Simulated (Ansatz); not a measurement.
Input and command of a plane-wave DFT calculation in Ansatz:

```yaml
crystal:
  lattice:
    - [3.1136926475, 0.0, 0.0]
    - [0.0, 7.3430025317, 0.0]
    - [0.0, 0.0, 27.378311557]
  atoms:
    - { symbol: Al, position: [0.5, 0.0892083962, 0.2739394643] }
    - { symbol: "N", position: [0.0, 0.2334675083, 0.2804433164] }
    - { symbol: Al, position: [0.5, 0.6791113852, 0.2962203252] }
    - { symbol: "N", position: [0.5, 0.9132734862, 0.3250050383] }
    - { symbol: Al, position: [0.0, 0.3589173631, 0.3407820472] }
    - { symbol: "N", position: [0.5, 0.5031764752, 0.3472858993] }
    - { symbol: Al, position: [0.0, 0.9488203521, 0.3630629081] }
    - { symbol: "N", position: [0.0, 0.1829824531, 0.3918476212] }
    - { symbol: Al, position: [0.5, 0.62862633, 0.4076246301] }
    - { symbol: "N", position: [0.0, 0.7728854421, 0.4141284822] }
    - { symbol: Al, position: [0.5, 0.2185293189, 0.429905491] }
    - { symbol: "N", position: [0.5, 0.45269142, 0.4586902041] }
    - { symbol: Al, position: [0.0, 0.8983352969, 0.474467213] }
    - { symbol: "N", position: [0.5, 0.042594409, 0.4809710651] }
    - { symbol: Al, position: [0.0, 0.4882382858, 0.4967480739] }
    - { symbol: "N", position: [0.0, 0.7224003869, 0.525532787] }
    - { symbol: Al, position: [0.5, 0.1680442638, 0.5413097959] }
    - { symbol: "N", position: [0.0, 0.3123033759, 0.547813648] }
    - { symbol: Al, position: [0.5, 0.7579472527, 0.5635906568] }
    - { symbol: "N", position: [0.5, 0.9921093538, 0.5923753699] }
    - { symbol: Al, position: [0.0, 0.4377532307, 0.6081523788] }
    - { symbol: "N", position: [0.5, 0.5820123428, 0.6146562309] }
    - { symbol: Al, position: [0.0, 0.0276562196, 0.6304332398] }
    - { symbol: "N", position: [0.0, 0.2618183207, 0.6592179528] }
    - { symbol: Al, position: [0.5, 0.7074621975, 0.6749949617] }
    - { symbol: "N", position: [0.0, 0.8517213096, 0.6814988138] }
    - { symbol: Al, position: [0.5, 0.2973651865, 0.6972758227] }
    - { symbol: "N", position: [0.5, 0.5315272876, 0.7260605357] }
basis:
  ecutwfc: 420
kpoints:
  mp_grid: { grid: [9, 4, 1] }
hamiltonian:
  xc: pbesol
scf:
  occupations: { method: gaussian, width: 0.05 }
output:
  forces: true
  stress: true
  eigenvalues: true
  write_density: true
  write_potential: true
  elf: true
  volumetric_format: npy
efield:
  axis: 3
  dipole_correction: true
  ramp_width: 0.04
```

```bash
ansatz run input.yaml --threads 4 --pin off --max-ram 10240MiB --backend cpu --events-out ev --progress --plain --runs-dir out
```

Processor: Intel(R) Xeon(R) 6975P-C (Granite Rapids), 4 threads, on a host shared with other jobs.

How long does it run, and how much memory does it take?

About 25 s on 4 threads of Intel(R) Xeon(R) 6975P-C (Granite Rapids), with other jobs on the host, peak memory 1.7 GiB. It solves 84 bands at 15 k points (the mesh reduced by symmetry) with about 12233 plane waves, in 20 SCF iterations.
